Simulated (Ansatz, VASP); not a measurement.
## AlN: VASP beside Ansatz

INCAR

```
  PREC = Accurate
  ENCUT = 520
  EDIFF = 1E-6
  ISMEAR = 0
  SIGMA = 0.05
  LREAL = False
  LASPH = True
  NELM = 100
  ALGO = Normal
  ISIF = 2
  LWAVE = False
  LCHARG = False
  GGA = PE
  NBANDS = 16
```

File KPOINTS:

```
Automatic mesh
0
Gamma
  12 12 7
```

Contents of POSCAR:

```
AlN
1.0
    3.1285881360      0.0000000000      0.0000000000
   -1.5642940680      2.7094368037      0.0000000000
    0.0000000000      0.0000000000      5.0169550000
Al N
2 2
Direct
    0.6666666700      0.3333333300      0.5192194092
    0.3333333300      0.6666666700      0.9992870000
    0.6666666700      0.3333333300      0.8807130000
    0.3333333300      0.6666666700      0.3807130000
```

Input for Ansatz:

```yaml
crystal:
  lattice:
    - [3.128588136, 0.0, 0.0]
    - [-1.564294068, 2.7094368037, 0.0]
    - [0.0, 0.0, 5.016955]
  atoms:
    - { symbol: Al, position: [0.66666667, 0.33333333, 0.5192194092] }
    - { symbol: Al, position: [0.33333333, 0.66666667, 0.999287] }
    - { symbol: "N", position: [0.66666667, 0.33333333, 0.880713] }
    - { symbol: "N", position: [0.33333333, 0.66666667, 0.380713] }
hamiltonian:
  xc: pbe
  pseudopotentials:
    kind: all_electron
    lapw: { muffin_tin_radii: { Al: 0.958, "N": 0.783 } }
kpoints:
  mp_grid: { grid: [12, 12, 7] }
scf:
  occupations: { method: gaussian, width: 0.05 }
  convergence: { dr2_threshold: 1.0e-09 }
output:
  eigenvalues: true
  forces: true
  stress: true
basis:
  ecutwfc: 400
```

The cell is a database's computed one.

Alike in both runs: task single point; functional PBE; k mesh 12 × 12 × 7; occupations gaussian, width 0.05 eV; no spin polarisation.

|  | VASP | Ansatz |
| --- | --- | --- |
| version | VASP 6.6.1 | Ansatz 0.2.0 |
| potentials or method | VASP PAW PBE potentials, release 64 (Al, N) | all-electron LAPW, scalar-relativistic |
| plane-wave cutoff (eV) | 520 | see its input |

|  | VASP | Ansatz | Ansatz less VASP |
| --- | --- | --- | --- |
| gap on the k mesh at the Fermi level (eV) | 3.92 | 3.92 | -0.002 |
| least direct gap on the mesh (eV) | 3.92 | 3.92 | -0.002 |
| pressure (GPa) | 0.8 | 1.0 | +0.18 |
| largest component of the traceless stress (GPa) | 4.83 | 4.79 | -0.046 |
| rms of the force components (eV/Å) | 0.823 | 0.822 | -0.0013 |

Atom by atom the forces differ by 0.002 eV/Å (rms over components). Ansatz ran all-electron here, so the differences hold the error of VASP's frozen core and of both bases.

Caveats: an odd mesh through Γ misses points on the zone boundary, where band edges often lie; forces of over 1 eV/Å show positions far from the minimum, so gaps and moduli don't describe the material at rest. Expect the measured gap to be larger: semilocal functionals such as PBE lack the derivative discontinuity.
